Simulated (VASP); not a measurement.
Here is a VASP 6.6.1 calculation.

INCAR

```
ALGO = Fast
EDIFF = 1E-6
EDIFFG = -0.005
ENCUT = 600
GGA = PE
IBRION = 2
ISIF = 3
ISMEAR = 0
IVDW = 12
LASPH = True
LCHARG = False
LREAL = False
LWAVE = False
NELM = 100
NSW = 100
PREC = Accurate
SIGMA = 0.02
```

KPOINTS

```
k-points
0
Gamma
  9 9 2
```

File POSCAR:

```
Te2Mo
1.0
    3.5182000000      0.0000000000      0.0000000000
   -1.7591000000      3.0468505756      0.0000000000
    0.0000000000      0.0000000000     13.9736000000
Te Mo
4 2
Direct
    0.3333333333      0.6666666667      0.6210000000
    0.6666666667      0.3333333333      0.1210000000
    0.3333333333      0.6666666667      0.8790000000
    0.6666666667      0.3333333333      0.3790000000
    0.3333333333      0.6666666667      0.2500000000
    0.6666666667      0.3333333333      0.7500000000
```

Potentials or basis: VASP PAW PBE potentials, release 64 (Te, Mo_sv).

Launch:

```console
$ cat potpaw_PBE.64/Te/POTCAR potpaw_PBE.64/Mo_sv/POTCAR > POTCAR
$ mpirun -np 1 vasp_std > vasp.out
```

(1) Predict the dispersion energy per atom.

(2) Predict the relaxed volume.

(3) Estimate the band gap on the k mesh.

## Answers

(1) -0.555 eV.

(2) 24.13 Å³/atom.

(3) 0.66 eV, indirect (least direct gap 1.03 eV).

Caveat: spin-orbit coupling is left out, which moves the levels of the heavy elements; an odd mesh through Γ misses points on the zone boundary, where band edges often lie.
